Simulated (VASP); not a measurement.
# PtSe2 (P-3m1) in VASP: settings compared

Aim: see how the results for PtSe2 move with the level of theory and the settings. Levels: PBE+D3(BJ), LDA, rev-vdW-DF2, optB88-vdW. Tasks: relaxation of the atoms.

Program: VASP 6.6.1. These are calculated values, not measurements. Logs are shortened: lines on timing, memory, paths and dates and some standing lists are left out, and cuts for length are marked.

## 1. The structure

It takes space group P-3m1 (No. 164, trigonal). The conventional cell has a = 3.724 Å, b = 3.724 Å, c = 4.981 Å, α = 90.00°, β = 90.00°, γ = 120.00°. Around Pt (site symmetry -3m) lie 6 Se at 2.49 Å. Around Se (site symmetry 3m) lie 3 Pt at 2.49 Å.

## 2. Relaxation of the atoms, PBE+D3(BJ)

INCAR reads:

```
SYSTEM = PtSe2
PREC = Accurate
ENCUT = 520
EDIFF = 1E-7
ISMEAR = 0
SIGMA = 0.05
LREAL = .False.
LASPH = .True.
NELM = 80
ALGO = Fast
ISIF = 2
LWAVE = .False.
LCHARG = .False.
GGA = PE
IVDW = 12
IBRION = 2
NSW = 60
EDIFFG = -0.02
KPAR = 2
```

KPOINTS reads:

```
Automatic mesh
0
Gamma
  10 10 8
  0 0 0
```

POSCAR reads:

```
PtSe2
1.0
    3.7240000000      0.0000000000      0.0000000000
   -1.8620000000      3.2250786000      0.0000000000
    0.0000000000      0.0000000000      4.9810080000
Pt Se
1 2
Direct
    0.0000000000      0.0000000000      0.0000000000
    0.3333333300      0.6666666700      0.2540650400
    0.6666666700      0.3333333300      0.7459349600
```

Potentials or basis: VASP PAW PBE potentials, release 64 (Pt, Se).

The run is started by

```sh
cat potpaw_PBE.64/Pt/POTCAR potpaw_PBE.64/Se/POTCAR > POTCAR
mpirun -np 2 vasp_std > vasp.out
```

OUTCAR:

```text
SYSTEM = PtSe2
   PREC = Accurate
   ENCUT = 520
   EDIFF = 1E-7
   ISMEAR = 0
   LREAL = .False.
   LASPH = .True.
   NELM = 80
   ISIF = 2
   GGA = PE
   IVDW = 12
   IBRION = 2
   NSW = 60
   EDIFFG = -0.02
 IVDW          = 12

 ion  position               nearest neighbor table
   1  0.000  0.000  0.000-   2 2.49   3 2.49   2 2.49   3 2.49   3 2.49   2 2.49
   2  0.333  0.667  0.254-   1 2.49   1 2.49   1 2.49
   3  0.667  0.333  0.746-   1 2.49   1 2.49   1 2.49

  LATTYP: Found a hexagonal cell.
 ALAT       =     3.7240000000
 C/A-ratio  =     1.3375424275

  Lattice vectors:

 A1 = (   3.7240000000,   0.0000000000,   0.0000000000)
 A2 = (  -1.8620000000,   3.2250786000,   0.0000000000)
 A3 = (   0.0000000000,   0.0000000000,   4.9810080000)

Analysis of symmetry for initial positions (statically):
=====================================================================
 Subroutine PRICEL returns:
 Original cell was already a primitive cell.

 Routine SETGRP: Setting up the symmetry group for a
 hexagonal supercell.

 Subroutine GETGRP returns: Found 12 space group operations
 (whereof 12 operations were pure point group operations)
 out of a pool of 24 trial point group operations.

The static configuration has the point symmetry D_3d.

Analysis of symmetry for dynamics (positions and initial velocities):
=====================================================================
 Subroutine PRICEL returns:
 Original cell was already a primitive cell.

 Routine SETGRP: Setting up the symmetry group for a
 hexagonal supercell.

 Subroutine GETGRP returns: Found 12 space group operations
 (whereof 12 operations were pure point group operations)
 out of a pool of 24 trial point group operations.

The dynamic configuration has the point symmetry D_3d.

 Subroutine INISYM returns: Found 12 space group operations
 (whereof 12 operations are pure point group operations),
 and found     1 'primitive' translations

----------------------------------------------------------------------------------------

                                     Primitive cell

  volume of cell :      59.8229

  direct lattice vectors                    reciprocal lattice vectors
     3.724000000  0.000000000  0.000000000     0.268528464  0.155034981  0.000000000
    -1.862000000  3.225078600  0.000000000     0.000000000  0.310069962  0.000000000
     0.000000000  0.000000000  4.981008000     0.000000000  0.000000000  0.200762577

  length of vectors
     3.724000000  3.723999997  4.981008000     0.310069962  0.310069962  0.200762577

  position of ions in fractional coordinates (direct lattice)
     0.000000000  0.000000000  0.000000000
     0.333333330  0.666666670  0.254065040
     0.666666670  0.333333330  0.745934960

  ion indices of the primitive-cell ions
   primitive index   ion index
[... 77 lines left out ...]
   EDIFFG = -.2E-01   stopping-criterion for IOM
   NSW    =     60    number of steps for IOM
   IBRION =      2    ionic relax: 0-MD 1-quasi-New 2-CG
   NFREE  =      1    steps in history (QN), initial steepest desc. (CG)
   ISIF   =      2    stress and relaxation
   ISYM   =      2    0-nonsym 1-usesym 2-fastsym
   POTIM  = 0.5000    time-step for ionic-motion
   TEBEG  =    0.0;   TEEND  =   0.0 temperature during run
   PSTRESS=    0.0 pullay stress
   NELECT =      22.0000    total number of electrons
   NUPDOWN=      -1.0000    fix difference up-down
   EMIN   =  10.00;   EMAX   =-10.00  energy-range for DOS
   EFERMI =   0.00;   METHOD = LEGACY
   ISMEAR =     0;   SIGMA  =   0.05  broadening in eV -4-tet -1-fermi 0-gaus
   EFERMI_NEDOS =   21; number of points for ismear=-14 and -15
   IALGO  =     68    algorithm
   IMIX   =      4    mixing-type and parameters
     AMIX     =   0.40;   BMIX     =  1.00
     AMIX_MAG =   1.60;   BMIX_MAG =  1.00
  volume/ion in A,a.u.               =      19.94       134.57
  Fermi-wavevector in a.u.,A,eV,Ry     =   1.172897  2.216455 18.717373  1.375688
  Thomas-Fermi vector in A             =   2.309319
   LORBIT       =      0    0 simple, 1 ext, 2 COOP (PROOUT), +10 PAW based schemes
   GGA     = PE    functional components
   LHFCALC =     F    Hartree Fock is set to
   AEXX    =    0.0000 exact exchange contribution
   IVDW    =    12    specifies the selected vdW correction
   LEPSILON=     F    determine dielectric tensor
   LRPA    =     F    only Hartree local field effects (RPA)
 conjugate gradient relaxation of ions
 non-spin polarized calculation
 RMM-DIIS sequential band-by-band and
 Gauss-broadening in eV      SIGMA  =   0.05
  energy-cutoff  :      520.00
  volume of cell :       59.82
 maximum number of plane-waves:      1636
   NGX = 13   NGY = 13   NGZ = 19

--------------------------------------- Ionic step        1  -------------------------------------------

 number of electron      22.0000000 magnetization

 Free energy of the ion-electron system (eV)
  ---------------------------------------------------
  ext. energy  EPLUGINS =         0.00000000
  ---------------------------------------------------
  free energy    TOTEN  =       -14.17184496 eV

  energy without entropy =      -14.17038898  energy(sigma->0) =      -14.17111697

------------------------ aborting loop because EDIFF is reached ----------------------------------------

 Edisp (eV)   -1.45610

 E8    (eV) :    -0.6250
[... 73 lines left out ...]
--------------------------------------- Ionic step        3  -------------------------------------------

 number of electron      21.9999998 magnetization

 Free energy of the ion-electron system (eV)
  ---------------------------------------------------
  ext. energy  EPLUGINS =         0.00000000
  ---------------------------------------------------
  free energy    TOTEN  =       -14.19547533 eV

  energy without entropy =      -14.19414721  energy(sigma->0) =      -14.19481127

 E-fermi :   6.6553     XC(G=0): -10.7688

 val. band max:        6.6540217229   @ k =   0.1000  -0.0000   0.0000
 cond. band min:       6.6674671837   @ k =   0.3000   0.3000   0.0000
 fundamental gap:      0.0134454608
 Fermi energy:         6.6553421243

 k-point     1 :       0.0000    0.0000    0.0000
  band No.  band energies     occupation
      1      -8.9816      2.00000
      2      -6.0977      2.00000
      3      -0.5590      2.00000
      4       0.4563      2.00000
      5       0.4563      2.00000
      6       2.8034      2.00000
      7       2.8034      2.00000
      8       4.0484      2.00000
      9       5.7061      2.00000
     10       5.7061      2.00000
     11       7.3005      0.00000
     12       7.8654      0.00000
     13       7.8654      0.00000
     14      10.1992      0.00000
[... 401 lines left out ...]
      2      -6.9385      2.00000
      3      -0.5742      2.00000
      4       1.0239      2.00000
      5       1.2161      2.00000
      6       2.5376      2.00000
      7       2.9139      2.00000
      8       3.2527      2.00000
      9       3.3637      2.00000
     10       3.4652      2.00000
     11       3.9124      2.00000
     12       7.4686      0.00000
     13       8.7859      0.00000
     14      11.3109      0.00000
     15      12.1446      0.00000

 [... further k-points ...]

------------------------ aborting loop because EDIFF is reached ----------------------------------------

 Edisp (eV)   -1.45829

 E8    (eV) :    -0.6263
[... 26 lines left out ...]
  FREE ENERGIE OF THE ION-ELECTRON SYSTEM (eV)
  ---------------------------------------------------
  free  energy   TOTEN  =       -15.6537631821 eV

  energy  without entropy=      -15.6524350540  energy(sigma->0) =      -15.65309912

 reached required accuracy - stopping structural energy minimisation
```

OSZICAR:

```text
N       E                     dE             d eps       ncg     rms          rms(c)
DAV:   1     0.116543794184E+03    0.11654E+03   -0.10326E+04  2860   0.130E+03
DAV:   2    -0.998612461632E+01   -0.12653E+03   -0.12365E+03  3555   0.238E+02
DAV:   3    -0.149127099357E+02   -0.49266E+01   -0.48967E+01  3541   0.498E+01
[... 29 lines left out ...]
RMM:   4    -0.141954778786E+02   -0.63102E-05   -0.24894E-04  2835   0.116E-01    0.498E-02
RMM:   5    -0.141954741561E+02    0.37225E-05   -0.46764E-05  2821   0.530E-02    0.788E-03
RMM:   6    -0.141954752480E+02   -0.10918E-05   -0.95646E-06  2847   0.221E-02    0.468E-03
RMM:   7    -0.141954753921E+02   -0.14418E-06   -0.24802E-06  2774   0.116E-02    0.141E-03
RMM:   8    -0.141954753334E+02    0.58764E-07   -0.66382E-07  2351   0.562E-03
   3 F= -.15653763E+02 E0= -.15653099E+02  d E =-.258155E-01
```

CONTCAR:

```text
PtSe2
   1.00000000000000
     3.7240000000000002    0.0000000000000000    0.0000000000000000
    -1.8620000000000001    3.2250785999999998    0.0000000000000000
     0.0000000000000000    0.0000000000000000    4.9810080000000001
  Pt              Se
     1     2
Direct
     0.0000000000000000    0.0000000000000000    0.0000000000000000
     0.3333333300000021    0.6666666699999979    0.2632059761468977
     0.6666666699999979    0.3333333300000021    0.7367940238531022

  0.00000000E+00  0.00000000E+00  0.00000000E+00
  0.00000000E+00  0.00000000E+00  0.00000000E+00
  0.00000000E+00  0.00000000E+00  0.00000000E+00
```

Wall time 53 s (2 MPI ranks of Intel Xeon 6975P-C (Granite Rapids), shared host); peak memory 0.24 GiB.

Results:

```yaml
Free_energy: -15.6538 eV
Energy_gained_by_relaxing: 8.6 meV/atom
Ionic_steps: 3
Pressure_after_relaxing: 1.0 GPa
Largest_force_after_relaxing: 0.003 eV/Å
Band_gap_on_the_k_mesh: none (metal or under the smearing width)
Dispersion_energy_per_atom: -0.486 eV
```

Forces on the atoms (eV/Å):
```
Pt   0.000  0.000  0.000
Se   0.000  0.000  0.003
Se   0.000  0.000 -0.003
```

The path:
```tsv
step	energy change (eV)	largest force (eV/Å)	pressure (GPa)
1	0.0000	0.5672	3.82
2	-0.0217	0.2263	2.07
3	-0.0258	0.0031	0.97
```

Final structure:
```cif
data_structure
_symmetry_space_group_name_H-M 'P 1'
_symmetry_Int_Tables_number 1
_cell_length_a 3.7240
_cell_length_b 3.7240
_cell_length_c 4.9810
_cell_angle_alpha 90.000
_cell_angle_beta 90.000
_cell_angle_gamma 120.000
_cell_volume 59.82
loop_
_atom_site_label
_atom_site_type_symbol
_atom_site_fract_x
_atom_site_fract_y
_atom_site_fract_z
_atom_site_occupancy
Pt1 Pt 0.00000 0.00000 0.00000 1
Se1 Se 0.33333 0.66667 0.26321 1
Se2 Se 0.66667 0.33333 0.73679 1
```

Levels at points of the mesh, in eV from the Fermi level:
| k point | band 9 | band 10 | band 11 | band 12 | band 13 | band 14 |
| --- | --- | --- | --- | --- | --- | --- |
| (0.00, 0.00, 0.00) | -0.95 | -0.95 | 0.65 | 1.21 | 1.21 | 3.54 |
| (0.50, 0.00, 0.00) | -3.31 | -3.27 | -2.91 | 0.54 | 2.41 | 5.02 |
| (0.00, 0.00, 0.50) | -1.73 | -1.56 | -1.56 | 2.30 | 2.30 | 4.94 |
| (0.50, 0.00, 0.50) | -3.07 | -2.54 | -1.25 | 0.72 | 1.55 | 4.67 |

Caveat: pairwise dispersion overbinds metals, which lowers pressure and volume.

[end of part 1 of 2]
